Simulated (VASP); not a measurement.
# Ta2H (C222) in VASP: single point with PBEsol

Aim: the single point of Ta2H with PBEsol.

Program: VASP 6.6.1. These are calculated values, not measurements. Logs are shortened: lines on timing, memory, paths and dates and some standing lists are left out, and cuts for length are marked.

## Step 1: Starting point

Symmetry: C222, No. 21, orthorhombic system. Conventional cell: a = 3.377 Å, b = 4.732 Å, c = 4.762 Å, α = 90.00°, β = 90.00°, γ = 90.00°. Ta (site symmetry 2) has 2 H at 1.92 Å as nearest neighbours. H (site symmetry 222) is surrounded by 4 Ta at 1.92 Å.

The cell comes from a database or a generator and needn't be the stable form of this composition.

## Step 2: Single point, PBEsol, non-collinear spin, zero start, spin-orbit coupling

The input, INCAR:

```
SYSTEM = Ta2H
  ALGO = Fast
  EDIFF = 1E-6
  ENCUT = 520
  GGA = PS
  GGA_COMPAT = .FALSE.
  ISIF = 2
  ISMEAR = 0
  LASPH = .TRUE.
  LCHARG = .FALSE.
  LMAXMIX = 4
  LORBIT = 11
  LREAL = .FALSE.
  LSORBIT = .TRUE.
  LWAVE = .FALSE.
  MAGMOM = 0 0 0 0 0 0 0 0 0
  NELM = 60
  PREC = Accurate
  SIGMA = 0.1
```

The input, KPOINTS:

```
k-points
0
G
  16 16 10
  0 0 0
```

The input, POSCAR:

```
Ta2H
1.0
    1.6883400000     -2.3657800000      0.0000000000
    1.6883400000      2.3657800000      0.0000000000
    0.0000000000      0.0000000000      4.7617500000
Ta H
2 1
Direct
    1.0000000000      0.5000000000      0.2644300000
    0.5000000000      0.0000000000      0.7355700000
    0.0000000000      0.0000000000      1.0000000000
```

Potentials or basis: VASP PAW PBE potentials, release 64 (Ta_pv, H).

Started as:

```
$ cat potpaw_PBE.64/Ta_pv/POTCAR potpaw_PBE.64/H/POTCAR > POTCAR
$ mpirun -np 1 vasp_ncl > vasp.out
```

OUTCAR:

```text
SYSTEM = Ta2H
   EDIFF = 1E-6
   ENCUT = 520
   GGA = PS
   ISIF = 2
   ISMEAR = 0
   LASPH = .TRUE.
   LORBIT = 11
   LREAL = .FALSE.
   LSORBIT = .TRUE.
   NELM = 60
   PREC = Accurate

 ion  position               nearest neighbor table
   1  0.000  0.500  0.264-   3 1.92   3 1.92   2 2.81   2 2.81   2 3.03   2 3.03   2 3.26   2 3.26
                             2 3.46   2 3.46
   2  0.500  0.000  0.736-   3 1.92   3 1.92   1 2.81   1 2.81   1 3.03   1 3.03   1 3.26   1 3.26
                             1 3.46   1 3.46
   3  0.000  0.000  0.000-   1 1.92   2 1.92   1 1.92   2 1.92

  LATTYP: Found a base centered orthorhombic cell.
 ALAT       =     3.3766800000
 B/A-ratio  =     1.4012461945
 C/A-ratio  =     1.4101869292

  Lattice vectors:

 A1 = (   1.6883400000,  -2.3657800000,   0.0000000000)
 A2 = (   1.6883400000,   2.3657800000,   0.0000000000)
 A3 = (   0.0000000000,   0.0000000000,   4.7617500000)

Analysis of symmetry for initial positions (statically):
=====================================================================
 Subroutine PRICEL returns:
 Original cell was already a primitive cell.

 Routine SETGRP: Setting up the symmetry group for a
 base centered orthorhombic supercell.

 Subroutine GETGRP returns: Found  4 space group operations
 (whereof  4 operations were pure point group operations)
 out of a pool of  8 trial point group operations.

The static configuration has the point symmetry D_2 .

Analysis of symmetry for dynamics (positions and initial velocities):
=====================================================================
 Subroutine PRICEL returns:
 Original cell was already a primitive cell.

 Routine SETGRP: Setting up the symmetry group for a
 base centered orthorhombic supercell.

 Subroutine GETGRP returns: Found  4 space group operations
 (whereof  4 operations were pure point group operations)
 out of a pool of  8 trial point group operations.

The dynamic configuration has the point symmetry D_2 .

Analysis of structural, dynamic, and magnetic symmetry:
=====================================================================
 Subroutine PRICEL returns:
 Original cell was already a primitive cell.

 Routine SETGRP: Setting up the symmetry group for a
 base centered orthorhombic supercell.

 Subroutine GETGRP returns: Found  4 space group operations
 (whereof  4 operations were pure point group operations)
 out of a pool of  8 trial point group operations.

The overall configuration has the point symmetry D_2 .

 Subroutine INISYM returns: Found  4 space group operations
 (whereof  4 operations are pure point group operations),
 and found     1 'primitive' translations

----------------------------------------------------------------------------------------

                                     Primitive cell

  volume of cell :      38.0392

  direct lattice vectors                    reciprocal lattice vectors
     1.688340000 -2.365780000  0.000000000     0.296148880 -0.211346786  0.000000000
     1.688340000  2.365780000  0.000000000     0.296148880  0.211346786  0.000000000
     0.000000000  0.000000000  4.761750000     0.000000000  0.000000000  0.210006825

  length of vectors
     2.906442321  2.906442321  4.761750000     0.363829113  0.363829113  0.210006825

  position of ions in fractional coordinates (direct lattice)
     1.000000000  0.500000000  0.264430000
     0.500000000  1.000000000  0.735570000
     0.000000000  0.000000000  0.000000000

  ion indices of the primitive-cell ions
   primitive index   ion index
                 1           1
                 2           2
                 3           3

----------------------------------------------------------------------------------------

 KPOINTS: k-points
[... 77 lines left out ...]
   TEBEG  =    0.0;   TEEND  =   0.0 temperature during run
   PSTRESS=    0.0 pullay stress
   NELECT =      23.0000    total number of electrons
   NUPDOWN=      -1.0000    fix difference up-down
   EMIN   =  10.00;   EMAX   =-10.00  energy-range for DOS
   EFERMI =   0.00;   METHOD = LEGACY
   ISMEAR =     0;   SIGMA  =   0.10  broadening in eV -4-tet -1-fermi 0-gaus
   EFERMI_NEDOS =   21; number of points for ismear=-14 and -15
   IALGO  =     68    algorithm
   IMIX   =      4    mixing-type and parameters
     AMIX     =   0.40;   BMIX     =  1.00
     AMIX_MAG =   1.60;   BMIX_MAG =  1.00
  volume/ion in A,a.u.               =      12.68        85.57
  Fermi-wavevector in a.u.,A,eV,Ry     =   1.384333  2.616010 26.073894  1.916377
  Thomas-Fermi vector in A             =   2.508847
   LORBIT       =     11    0 simple, 1 ext, 2 COOP (PROOUT), +10 PAW based schemes
   GGA     = PS    functional components
   LHFCALC =     F    Hartree Fock is set to
   AEXX    =    0.0000 exact exchange contribution
   IVDW    =     0    specifies the selected vdW correction
   LEPSILON=     F    determine dielectric tensor
   LRPA    =     F    only Hartree local field effects (RPA)
 RMM-DIIS sequential band-by-band and
 Gauss-broadening in eV      SIGMA  =   0.10
  energy-cutoff  :      520.00
  volume of cell :       38.04
 maximum number of plane-waves:      2094
 NGX is ok and might be reduce to    24
   NGX = 11   NGY = 11   NGZ = 17

 number of electron      22.9999997 magnetization       0.0000000      0.0000000      0.0000000

 number of electron      22.9999997 magnetization       0.0000000      0.0000000     -0.0000000

 number of electron      22.9999997 magnetization      -0.0000000      0.0000000     -0.0000000

 Free energy of the ion-electron system (eV)
  ---------------------------------------------------
  ext. energy  EPLUGINS =         0.00000000
  ---------------------------------------------------
  free energy    TOTEN  =       -30.39223862 eV

  energy without entropy =      -30.38507047  energy(sigma->0) =      -30.38865455

 E-fermi :   5.3891     XC(G=0): -12.7044

 val. band max:        5.3887908298   @ k =  -0.1875   0.1875   0.3000
 cond. band min:       5.3903838222   @ k =   0.4375   0.4375   0.4000
 fundamental gap:      0.0015929924
 Fermi energy:         5.3890579487

 k-point     1 :       0.0000    0.0000    0.0000
  band No.  band energies     occupation
      1     -33.6697      1.00000
      2     -33.6697      1.00000
      3     -33.3576      1.00000
      4     -33.3576      1.00000
      5     -26.3280      1.00000
      6     -26.3280      1.00000
[... 781 lines left out ...]
     29       8.6768      0.00000
     30       8.7544      0.00000

 [... further k-points ...]
[... 5 lines left out ...]
  --------------------------------------------------------------------------------------
  -------------------------------------------------------------------------------------
  Total       -0.0224155      0.0155159      0.0059155      0.0000000      0.0000000      0.0000000
  in kB       -0.9441216      0.6535159      0.2491548      0.0000000      0.0000000      0.0000000
  external PRESSURE =      -0.0138170 kB  Pullay stress =       0.0000000 kB

 VOLUME and BASIS-vectors are now :
 -----------------------------------------------------------------------------
  energy-cutoff  :      520.00
  volume of cell :       38.04
      direct lattice vectors                 reciprocal lattice vectors
     1.688340000 -2.365780000  0.000000000     0.296148880 -0.211346786  0.000000000
     1.688340000  2.365780000  0.000000000     0.296148880  0.211346786  0.000000000
     0.000000000  0.000000000  4.761750000     0.000000000  0.000000000  0.210006825

 POSITION                                       TOTAL-FORCE (eV/Angst)
 -----------------------------------------------------------------------------------
      0.84417      1.18289      1.25915         0.000000      0.000000      0.008273
      0.84417     -1.18289      3.50260         0.000000      0.000000     -0.008273
      0.00000      0.00000      0.00000        -0.000000      0.000000      0.000000
 -----------------------------------------------------------------------------------
    total drift:                                0.000000      0.000000      0.000000

  FREE ENERGIE OF THE ION-ELECTRON SYSTEM (eV)
  ---------------------------------------------------
  free  energy   TOTEN  =       -30.3922386174 eV

  energy  without entropy=      -30.3850704747  energy(sigma->0) =      -30.38865455

 Spin-Orbit-Coupling matrix elements

 Ion:    1  E_soc:     -1.4132453
 l=   1
     0.0000000    -0.2130945    -0.2125554
    -0.2130945     0.0000000    -0.2127334
    -0.2125554    -0.2127334     0.0000000
 l=   2
     0.0000000    -0.0040827     0.0000000    -0.0065216    -0.0185527
    -0.0040827     0.0000000    -0.0124602    -0.0040950    -0.0042016
     0.0000000    -0.0124602     0.0000000    -0.0152963     0.0000000
    -0.0065216    -0.0040950    -0.0152963     0.0000000    -0.0030293
    -0.0185527    -0.0042016     0.0000000    -0.0030293     0.0000000
 l=   3
     0.0000000     0.0000000     0.0000000     0.0000000     0.0000000     0.0000000     0.0000000
     0.0000000     0.0000000     0.0000000     0.0000000     0.0000000     0.0000000     0.0000000
     0.0000000     0.0000000     0.0000000     0.0000000     0.0000000     0.0000000     0.0000000
     0.0000000     0.0000000     0.0000000     0.0000000     0.0000000     0.0000000     0.0000000
[... 29 lines left out ...]
 l=   2
     0.0000000     0.0000000     0.0000000     0.0000000     0.0000000
     0.0000000     0.0000000     0.0000000     0.0000000     0.0000000
     0.0000000     0.0000000     0.0000000     0.0000000     0.0000000
     0.0000000     0.0000000     0.0000000     0.0000000     0.0000000
     0.0000000     0.0000000     0.0000000     0.0000000     0.0000000
 l=   3
     0.0000000     0.0000000     0.0000000     0.0000000     0.0000000     0.0000000     0.0000000
     0.0000000     0.0000000     0.0000000     0.0000000     0.0000000     0.0000000     0.0000000
     0.0000000     0.0000000     0.0000000     0.0000000     0.0000000     0.0000000     0.0000000
     0.0000000     0.0000000     0.0000000     0.0000000     0.0000000     0.0000000     0.0000000
     0.0000000     0.0000000     0.0000000     0.0000000     0.0000000     0.0000000     0.0000000
     0.0000000     0.0000000     0.0000000     0.0000000     0.0000000     0.0000000     0.0000000
     0.0000000     0.0000000     0.0000000     0.0000000     0.0000000     0.0000000     0.0000000

 total charge

# of ion       s       p       d       tot
------------------------------------------
    1        0.345   6.194   2.405   8.944
    2        0.345   6.194   2.405   8.944
    3        0.585   0.033   0.000   0.618
--------------------------------------------------
tot          1.275  12.421   4.810  18.506

 magnetization (x)

# of ion       s       p       d       tot
------------------------------------------
    1        0.000   0.000   0.000   0.000
    2        0.000   0.000   0.000   0.000
    3        0.000   0.000   0.000   0.000
--------------------------------------------------
tot          0.000   0.000   0.000   0.000

 magnetization (y)

# of ion       s       p       d       tot
------------------------------------------
    1        0.000   0.000   0.000   0.000
    2        0.000   0.000   0.000   0.000
    3        0.000   0.000   0.000   0.000
--------------------------------------------------
tot          0.000   0.000   0.000   0.000

 magnetization (z)

# of ion       s       p       d       tot
------------------------------------------
    1        0.000  -0.000   0.000   0.000
    2       -0.000   0.000  -0.000  -0.000
    3        0.000   0.000   0.000   0.000
--------------------------------------------------
tot          0.000   0.000   0.000   0.000
```

Run time: 14 min. Hardware: 1 thread of Intel Xeon 6975P-C (Granite Rapids), shared host; peak memory 1 GiB.

What came out:

```
Free energy                                           : -30.3922 eV
Pressure                                              : 0.0 GPa
Largest force                                         : 0.008 eV/Å
Net moment                                            : 0.00 μB per cell
Valence electrons inside the program's atomic spheres : Ta 8.94; H 0.62
```

Forces in eV/Å, atoms in the order of the input:
```
Ta   0.000  0.000  0.008
Ta   0.000  0.000 -0.008
H    0.000  0.000  0.000
```

Stress tensor (GPa, compression positive):
```
-0.09  0.00  0.00
 0.00  0.07  0.00
 0.00  0.00  0.02
```

Moments on the atoms (μB; x, y, z):
```
Ta  0.00 0.00 0.00
Ta  0.00 0.00 0.00
H   0.00 0.00 0.00
```

Caveat: the PAW data sets were made with another functional, which shifts forces and pressure a little.
